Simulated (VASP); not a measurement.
A run of VASP 6.6.1:

INCAR

```
SYSTEM = Zr
  ALGO = Normal
  EDIFF = 1E-6
  EDIFFG = -0.01
  ENCUT = 600
  GGA = PS
  IBRION = 2
  ISIF = 3
  ISMEAR = 1
  LASPH = .TRUE.
  LCHARG = .FALSE.
  LREAL = .FALSE.
  LWAVE = .FALSE.
  NELM = 80
  NSW = 90
  PREC = Accurate
  PSTRESS = 53.4
  SIGMA = 0.1
```

KPOINTS

```
k-points
0
G
  15 15 7
  0 0 0
```

File POSCAR:

```
Zr
1.0
    3.2320000000      0.0000000000      0.0000000000
   -1.6160000000      2.7989941050      0.0000000000
    0.0000000000      0.0000000000      5.1470000000
Zr
2
Direct
    0.3333333333      0.6666666667      0.2500000000
    0.6666666667      0.3333333333      0.7500000000
```

Potentials or basis: VASP PAW PBE potentials, release 64 (Zr_sv).

Command:

```bash
$ cat potpaw_PBE.64/Zr_sv/POTCAR > POTCAR
$ mpirun -np 1 vasp_std > vasp.out
```

Hardware: 1 thread of AMD EPYC 9R45 (Zen 5), on a shared host.

**Question.** Estimate the wall time of this run.

**Answer.** It took 4.7 min on 1 thread of AMD EPYC 9R45 (Zen 5), on a shared host, peak memory 0.21 GiB. Counts: scf iterations 71, k points 108, ion steps 10.
